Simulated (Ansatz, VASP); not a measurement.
# Two plane-wave programs on Hf

```xyz
2
Lattice="3.2329 0.0121 0.0126 -1.6060 2.8074 0.0076 0.0199 0.0253 5.1452" Properties=species:S:1:pos:R:3 pbc="T T T"
Hf    0.0456    1.7378    1.2590
Hf    1.6012    1.1069    3.9063
```

Change from the starting cell: all atoms moved at random, cell strained at random.

Alike in both runs: task single point; functional PBEsol; k mesh 14 × 14 × 8; occupations gaussian, width 0.1 eV; no spin polarisation.

|  | VASP | Ansatz |
| --- | --- | --- |
| version | VASP 6.6.1 | Ansatz 0.2.0 |
| potentials or method | VASP PAW PBE potentials, release 64 (Hf_pv) | scalar-relativistic, plane waves, PAW |
| plane-wave cutoff (eV) | 520 | 420 |
| valence electrons in the cell | 20 | 52 |

VASP gave:

```
gap on the k mesh at the Fermi level (eV)       : none
pressure (GPa)                                  : -8.1
largest component of the traceless stress (GPa) : 2.41
rms of the force components (eV/Å)              : 0.291
```

**Question.** Estimate Ansatz's values.

**Answer.** gap on the k mesh at the Fermi level (eV): none; pressure (GPa): -7.8; largest component of the traceless stress (GPa): 2.47; rms of the force components (eV/Å): 0.292.

Atom by atom the forces differ by 0.006 eV/Å (rms over components). A gap of «none» marks a metal or a gap that the smearing closes. The two sets of potentials don't hold the same shells in valence.

Caveats: the PAW data sets were made with another functional, which shifts forces and pressure a little (VASP). Spin-orbit coupling is left out, which matters for the levels of Hf.
